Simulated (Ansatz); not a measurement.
Br: relaxation of cell and atoms with BLYP+D3(BJ)

Crystal: Br.

```xyz
4
Lattice="3.3632 -2.3226 0.0000 3.3632 2.3226 0.0000 0.0000 0.0000 8.7023" Properties=species:S:1:pos:R:3 pbc="T T T"
Br    3.3632    0.6266    3.3948
Br    3.3632    1.6959    7.7459
Br    3.3632   -0.6266    5.3075
Br    3.3632   -1.6959    0.9564
```

```json
{"Program": "Ansatz 0.2.0", "Task": "relaxation of cell and atoms", "Functional": "BLYP", "Dispersion": "D3(BJ)", "Potentials or basis": "Ansatz PAW", "Cutoff": "420 eV (not typed: the program's choice for these potentials)", "k mesh": "7 × 7 × 3", "Occupations": "fermi-dirac, width 0.05 eV", "Spin": "no spin polarisation"}
```

```
Relaxed volume                         : 30.36 Å³/atom
Relaxed cell                           : a = 3.965 Å, b = 3.965 Å, c = 8.589 Å, α = 90.00°, β = 90.00°, γ = 64.05°
Space group after relaxing (to 0.05 Å) : Cmce (No. 64)
Energy gained by relaxing              : 64.1 meV/atom
Ionic steps                            : 8
Pressure after relaxing                : 0.0 GPa
Band gap on the k mesh                 : 1.26 eV
```

The path:
| step | energy change (eV) | largest force (eV/Å) | volume (Å³) |
| --- | --- | --- | --- |
| 1 | 0.0000 | 1.3047 | 135.95 |
| 2 | -0.1988 | 0.4209 | 120.09 |
| 3 | -0.2434 | 0.1864 | 120.97 |
| 4 | -0.2525 | 0.0847 | 120.44 |
| 5 | -0.2530 | 0.0429 | 121.61 |
| 6 | -0.2581 | 0.0100 | 121.13 |
| 7 | -0.2582 | 0.0006 | 121.43 |
| 8 | -0.2563 | 0.0006 | 121.43 |

Final structure:
```
Br
1.0
     3.36175   -2.10290    0.00000
     3.36175    2.10290    0.00000
     0.00000    0.00000    8.58860
Br
4
Cartesian
  3.3618 0.6544 3.2695
  3.3618 1.4485 7.5638
  3.3618 -0.6544 5.3191
  3.3618 -1.4485 1.0248
```

Run time: 11 s on 2 threads of Intel(R) Xeon(R) 6975P-C (Granite Rapids) (shared host), peak memory 0.42 GiB.

Caveat: odd divisions of the mesh miss points on the zone boundary, where band edges often lie, so the gap on the mesh can be too wide; the plane-wave basis is chosen anew once the cell has moved, so the energies of steps on either side of that aren't comparable; the volume moved by -11 % from the deposited cell, more than functionals usually miss; the PAW data sets come from PBE, with cores solved anew for the run's functional, which leaves a small shift of forces and pressure. A k mesh can miss the band edges.
